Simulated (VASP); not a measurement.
# RbBr (Fm-3m) in VASP: further runs

Runs on RbBr. Level: r2SCAN. Tasks: single point.

Program: VASP 6.6.1. These are calculated values, not measurements. Logs are shortened: lines on timing, memory, paths and dates and some standing lists are left out, and cuts for length are marked.

## 1. The structure

The structure is cubic, space group Fm-3m (No. 225). Conventional cell: a = 6.854 Å, b = 6.854 Å, c = 6.854 Å, α = 90.00°, β = 90.00°, γ = 90.00°. Rb (site symmetry m-3m) has 6 Br at 3.43 Å as nearest neighbours. Br (site symmetry m-3m) has 6 Rb at 3.43 Å as nearest neighbours.

## 2. Single point, r2SCAN

The input, INCAR:

```
PREC     = Accurate       # precision mode
ENCUT    = 600            # plane-wave cutoff, eV
EDIFF    = 1E-6           # SCF threshold, eV
ISMEAR   = 0              # smearing method
SIGMA    = 0.05           # smearing width, eV
LREAL    = False          # projectors in reciprocal space
LASPH    = True           # aspherical terms in the spheres
NELM     = 100            # most SCF steps
ALGO     = Normal         # electronic algorithm
ISIF     = 2              # what is computed and relaxed
LWAVE    = False          # write WAVECAR
LCHARG   = False          # write CHGCAR
METAGGA  = R2SCAN         # meta-GGA
LMIXTAU  = True         
NBANDS   = 15             # bands
ADDGRID  = False
```

The input, KPOINTS:

```
Automatic mesh
0
Gamma
  3 3 3
```

The input, POSCAR:

```
RbBr
1.0
    0.0000000000      3.4270000000      3.4270000000
    3.4270000000      0.0000000000      3.4270000000
    3.4270000000      3.4270000000      0.0000000000
Rb Br
1 1
Direct
   -0.0027730000      0.0260310000     -0.0127250000
    0.5081730000      0.5251300000      0.4723360000
```

Potentials or basis: VASP PAW PBE potentials, release 64 (Rb_sv, Br).

Command:

```sh
$ cat potpaw_PBE.64/Rb_sv/POTCAR potpaw_PBE.64/Br/POTCAR > POTCAR
$ mpirun -np 1 vasp_std > vasp.out
```

OUTCAR:

```text
PREC = Accurate
   ENCUT = 600
   EDIFF = 1E-6
   ISMEAR = 0
   LREAL = False
   LASPH = True
   NELM = 100
   ISIF = 2
   METAGGA = R2SCAN

 Found     14 irreducible k-points:

 Following reciprocal coordinates:
            Coordinates               Weight
  0.000000  0.000000  0.000000      1.000000
  0.333333  0.000000  0.000000      2.000000
  0.000000  0.333333  0.000000      2.000000
  0.000000  0.000000  0.333333      2.000000
  0.333333  0.333333  0.333333      2.000000
  0.333333  0.333333  0.000000      2.000000
   k-points           NKPTS =     14   k-points in BZ     NKDIM =     14   number of bands    NBANDS=     15
   number of dos      NEDOS =    301   number of ions     NIONS =      2
   total plane-waves  NPLWV =  64000
   dimension x,y,z NGX =    40 NGY =   40 NGZ =   40
   dimension x,y,z NGXF=    80 NGYF=   80 NGZF=   80
   ions per type =               1   1
   NGX,Y,Z   is equivalent  to a cutoff of  13.72, 13.72, 13.72 a.u.
   NGXF,Y,Z  is equivalent  to a cutoff of  27.44, 27.44, 27.44 a.u.
 SYSTEM =  unknown system
   PREC   = accura    normal or accurate (medium, high low for compatibility)
   ISTART =      0    job   : 0-new  1-cont  2-samecut
   ICHARG =      2    charge: 1-file 2-atom 10-const
   ISPIN  =      1    spin polarized calculation?
   LNONCOLLINEAR =      F non collinear calculations
   LSORBIT =      F    spin-orbit coupling
   LASPH  =      T    aspherical Exc in radial PAW
   ENCUT  =  600.0 eV  44.10 Ry    6.64 a.u.   9.68  9.68  9.68*2*pi/ulx,y,z
   NELM   =    100;   NELMIN=  2; NELMDL= -5     # of ELM steps
   EDIFF  = 0.1E-05   stopping-criterion for ELM
   LREAL  =      F    real-space projection
   EDIFFG = 0.1E-04   stopping-criterion for IOM
   NSW    =      0    number of steps for IOM
   IBRION =     -1    ionic relax: 0-MD 1-quasi-New 2-CG
   NFREE  =      0    steps in history (QN), initial steepest desc. (CG)
   ISIF   =      2    stress and relaxation
   ISYM   =      2    0-nonsym 1-usesym 2-fastsym
   POTIM  = 0.5000    time-step for ionic-motion
   TEBEG  =    0.0;   TEEND  =   0.0 temperature during run
   PSTRESS=    0.0 pullay stress
   NELECT =      16.0000    total number of electrons
   NUPDOWN=      -1.0000    fix difference up-down
   EMIN   =  10.00;   EMAX   =-10.00  energy-range for DOS
   EFERMI =   0.00;   METHOD = LEGACY
   ISMEAR =     0;   SIGMA  =   0.05  broadening in eV -4-tet -1-fermi 0-gaus
   EFERMI_NEDOS =   21; number of points for ismear=-14 and -15
   IALGO  =     38    algorithm
   IMIX   =      4    mixing-type and parameters
     AMIX     =   0.40;   BMIX     =  1.00
     AMIX_MAG =   1.60;   BMIX_MAG =  1.00
  volume/ion in A,a.u.               =      40.25       271.61
  Fermi-wavevector in a.u.,A,eV,Ry     =   0.955412  1.805467 12.419564  0.912812
  Thomas-Fermi vector in A             =   2.084247
   LORBIT       =      0    0 simple, 1 ext, 2 COOP (PROOUT), +10 PAW based schemes
   METAGGA = R2SCAN    functional components
   LHFCALC =     F    Hartree Fock is set to
   AEXX    =    0.0000 exact exchange contribution
   IVDW    =     0    specifies the selected vdW correction
   LEPSILON=     F    determine dielectric tensor
   LRPA    =     F    only Hartree local field effects (RPA)
 non-spin polarized calculation
 Gauss-broadening in eV      SIGMA  =   0.05
  energy-cutoff  :      600.00
  volume of cell :       80.50
 maximum number of plane-waves:      2733
 NGX is ok and might be reduce to    40
   NGX = 19   NGY = 19   NGZ = 19

 number of electron      16.0000000 magnetization

 Free energy of the ion-electron system (eV)
  ---------------------------------------------------
  ext. energy  EPLUGINS =         0.00000000
  ---------------------------------------------------
  free energy    TOTEN  =       -31.14655409 eV

  energy without entropy =      -31.14655409  energy(sigma->0) =      -31.14655409

 E-fermi :  -1.8801     XC(G=0):  -7.6299

 val. band max:       -2.1567376716   @ k =   0.0000   0.0000   0.0000
 cond. band min:       2.8120222917   @ k =   0.0000   0.0000   0.0000
 fundamental gap:      4.9687599633
 Fermi energy:        -1.8801072189

 k-point     1 :       0.0000    0.0000    0.0000
  band No.  band energies     occupation
      1     -27.3134      2.00000
      2     -14.7690      2.00000
      3     -10.8432      2.00000
      4     -10.8428      2.00000
      5     -10.8426      2.00000
      6      -2.1573      2.00000
      7      -2.1571      2.00000
      8      -2.1567      2.00000
      9       2.8120      0.00000
     10       5.7225      0.00000
     11       5.7262      0.00000
     12       5.7301      0.00000
     13       6.7951      0.00000
     14       6.7991      0.00000
     15       9.1776      0.00000

 k-point     2 :       0.3333    0.0000    0.0000
  band No.  band energies     occupation
      1     -27.3061      2.00000
      2     -14.8009      2.00000
      3     -10.8482      2.00000
      4     -10.8478      2.00000
      5     -10.8018      2.00000
      6      -2.9236      2.00000
      7      -2.4223      2.00000
      8      -2.4216      2.00000
      9       4.6472      0.00000
     10       5.6775      0.00000
     11       7.0144      0.00000
     12       7.0178      0.00000
     13       8.2564      0.00000
     14       8.2602      0.00000
     15      10.2815      0.00000

 k-point     3 :       0.0000    0.3333    0.0000
  band No.  band energies     occupation
      1     -27.3060      2.00000
      2     -14.8011      2.00000
      3     -10.8485      2.00000
      4     -10.8477      2.00000
      5     -10.8013      2.00000
      6      -2.9235      2.00000
      7      -2.4219      2.00000
      8      -2.4206      2.00000
      9       4.6471      0.00000
     10       5.6725      0.00000
     11       7.0121      0.00000
     12       7.0142      0.00000
     13       8.2588      0.00000
     14       8.2678      0.00000
     15      10.2843      0.00000

 k-point     4 :       0.0000    0.0000    0.3333
  band No.  band energies     occupation
      1     -27.3061      2.00000
      2     -14.8007      2.00000
      3     -10.8480      2.00000
      4     -10.8476      2.00000
      5     -10.8022      2.00000
      6      -2.9236      2.00000
      7      -2.4228      2.00000
      8      -2.4225      2.00000
      9       4.6473      0.00000
     10       5.6819      0.00000
     11       7.0178      0.00000
     12       7.0197      0.00000
     13       8.2522      0.00000
     14       8.2556      0.00000
     15      10.2791      0.00000

 k-point     5 :       0.3333    0.3333    0.3333
  band No.  band energies     occupation
      1     -27.3060      2.00000
      2     -14.8011      2.00000
      3     -10.8484      2.00000
      4     -10.8477      2.00000
      5     -10.8014      2.00000
      6      -2.9235      2.00000
      7      -2.4220      2.00000
      8      -2.4208      2.00000
      9       4.6471      0.00000
     10       5.6735      0.00000
     11       7.0124      0.00000
     12       7.0150      0.00000
     13       8.2583      0.00000
     14       8.2663      0.00000
     15      10.2838      0.00000

 k-point     6 :       0.3333    0.3333    0.0000
  band No.  band energies     occupation
      1     -27.3039      2.00000
      2     -14.7499      2.00000
      3     -10.9111      2.00000
      4     -10.8963      2.00000
      5     -10.8931      2.00000
      6      -2.7684      2.00000
      7      -2.2912      2.00000
      8      -2.2893      2.00000
      9       4.2145      0.00000
     10       4.8698      0.00000
     11       7.5509      0.00000
     12       8.1482      0.00000
     13       8.2839      0.00000
     14       8.3465      0.00000
     15       9.5352      0.00000

 [... further k-points ...]

------------------------ aborting loop because EDIFF is reached ----------------------------------------

  FORCE on cell =-STRESS in cart. coord.  units (eV):
  Direction    XX          YY          ZZ          XY          YZ          ZX
  --------------------------------------------------------------------------------------
  -------------------------------------------------------------------------------------
  Total        0.2836303      0.2553589      0.2655670     -0.0019157      0.0012587      0.0048418
  in kB        5.6453498      5.0826392      5.2858210     -0.0381308      0.0250533      0.0963714
  external PRESSURE =       5.3379367 kB  Pullay stress =       0.0000000 kB

 VOLUME and BASIS-vectors are now :
 -----------------------------------------------------------------------------
  energy-cutoff  :      600.00
  volume of cell :       80.50
      direct lattice vectors                 reciprocal lattice vectors
     0.000000000  3.427000000  3.427000000    -0.145900204  0.145900204  0.145900204
     3.427000000  0.000000000  3.427000000     0.145900204 -0.145900204  0.145900204
     3.427000000  3.427000000  0.000000000     0.145900204  0.145900204 -0.145900204

 POSITION                                       TOTAL-FORCE (eV/Angst)
 -----------------------------------------------------------------------------------
      3.47260      6.80089      3.50671        -0.074503     -0.018636      0.046992
      3.41832      3.36020      3.54113         0.074503      0.018636     -0.046992
 -----------------------------------------------------------------------------------
    total drift:                               -0.000025     -0.000443      0.000696

  FREE ENERGIE OF THE ION-ELECTRON SYSTEM (eV)
  ---------------------------------------------------
  free  energy   TOTEN  =       -31.1465540883 eV

  energy  without entropy=      -31.1465540883  energy(sigma->0) =      -31.14655409
```

Wall time 2.2 min (1 thread of Intel Xeon Platinum 8375C at 2.90GHz (Ice Lake), shared host); peak memory 0.26 GiB.

The run converged, but some of its settings lie outside the range that counts as converged, so its numbers aren't taken as properties of the crystal.

Results:

```yaml
Free_energy: -31.1466 eV
Pressure: 0.5 GPa
Largest_force: 0.090 eV/Å
Band_gap_on_the_k_mesh: 4.97 eV, direct
```

Caveat: the k mesh is coarse (spacing up to 0.53 Å⁻¹), so the values aren't converged; the PAW data sets were made with another functional, which shifts forces and pressure a little.

(Part 1 of 3 ends here.)
